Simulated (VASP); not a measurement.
Write the native input for VASP 6.6.1 that does the following.

- Task: relaxation of the atoms
- Functional: PBE
- Dispersion: D4
- Potentials or basis: VASP PAW PBE potentials, release 64 (Cs_sv)
- Cutoff: 520 eV
- k mesh: 6 × 6 × 1
- Occupations: gaussian, width 0.05 eV
- Spin: no spin polarisation
- Dipole correction: yes
- Atoms held fixed (from 0): [0]
- Further INCAR settings: ALGO = Normal; EDIFF = 1e-06; IBRION = 2; EDIFFG = -0.01; NSW = 40

The structure of Cs lies in POSCAR:

```
Cs
1.0
    5.5837899523      0.0000000000      0.0000000000
   -2.7918949762      4.8357039481      0.0000000000
    0.0000000000      0.0000000000     24.1182908094
Cs
3
Selective dynamics
Direct
    0.6666666667      0.3333333333      0.3109673094  F F F
    0.3333333333      0.6666666667      0.5000000000  T T T
    0.0000000000      0.0000000000      0.6890326906  T T T
```

The slab is cut from a database's or a generator's crystal, which needn't be the stable form of the element.

The cell isn't the ideal one: the (1 1 1) slab of Cs, cut from the database cell, not relaxed.

One way to write it, as run:

INCAR

```
SYSTEM = Cs
PREC = Accurate ; ENCUT = 520
EDIFF = 1E-6 ; ISMEAR = 0
SIGMA = 0.05 ; LREAL = .FALSE.
LASPH = .TRUE. ; NELM = 100
ALGO = Normal ; ISIF = 2
LWAVE = .FALSE. ; LCHARG = .FALSE.
LDIPOL = .TRUE. ; IDIPOL = 3
DIPOL = 0.5 0.5 0.500 ; GGA = PE
IVDW = 13 ; IBRION = 2
NSW = 40 ; EDIFFG = -0.01
```

KPOINTS

```
Automatic mesh
0
G
  6 6 1
  0 0 0
```

Potentials or basis: VASP PAW PBE potentials, release 64 (Cs_sv).

The run is started by

```console
$ cat potpaw_PBE.64/Cs_sv/POTCAR > POTCAR
$ mpirun -np 1 vasp_std > vasp.out
```

Results of the run:

```yaml
Energy_gained_by_relaxing: 1.9 meV/atom
Ionic_steps: 12
Band_gap_on_the_k_mesh: none (metal or under the smearing width)
Dispersion_energy_per_atom: -0.048 eV
```

Wall time 9.3 min on 1 thread of Intel(R) Xeon(R) 6975P-C (Granite Rapids) (shared host), peak memory 0.71 GiB.
